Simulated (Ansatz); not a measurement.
A strain series on CdF2 (fluorite): epitaxial in the xy plane

Fluorite CdF2, relaxed with r2SCAN in the plane-wave code Ansatz, then strained (epitaxial in the xy plane; changes of length per length, axes as in the cell below) with the atoms relaxed again within the symmetry that is left. It is cubic, Fm-3m (No. 225); a = 5.388 Å in the conventional setting, 13.04 Å³ an atom. Around Cd lie 8 F at 2.33 Å; around F lie 4 Cd at 2.33 Å. Calculated for a static, non-magnetic cell.

```
CELL_PARAMETERS angstrom
0.00000 2.69418 2.69418
2.69418 0.00000 2.69418
2.69418 2.69418 0.00000
ATOMIC_POSITIONS crystal
Cd 0.00000 0.00000 0.00000
F 0.25000 0.25000 0.25000
F 0.75000 0.75000 0.75000
```

Gaps are the least over each mesh (PBE 8×8×8, r2SCAN 8×8×8 when unstrained) and the special points, which keep their unstrained names; stress is the change from the unstrained cell, compression positive.

```
strain (%)  free normal strain (%)  gap, PBE (eV)  gap, r2SCAN (eV)              edges, r2SCAN  in-plane stress, r2SCAN (GPa)  energy rise, r2SCAN (meV/atom)
      -2.5                   +2.08          3.144             3.840                      W → Γ                          +5.42                            10.8
       0.0                    0.00          3.100             3.794                      W → Γ                           0.00                             0.0
     +1.37                   -1.00          3.015             3.707                      W → Γ                          -2.78                             3.1
     +3.73                   -2.56          2.791             3.479  (0.161, -1/2, -0.339) → Γ                          -7.18                            22.5
```

Between zero and the nearest strains the slope of the r2SCAN gap against strain is -0.018 eV per percent for negative and -0.063 for positive strain.

Spin-orbit coupling is left out.

Where an edge lies off the special points, it is a point of the mesh or the k point where a search put PBE's edge or least direct gap, reused for the other functionals, whose own edges may lie a little apart.

Coordinates of k points refer to the reciprocal vectors of the primitive cell of the runs.
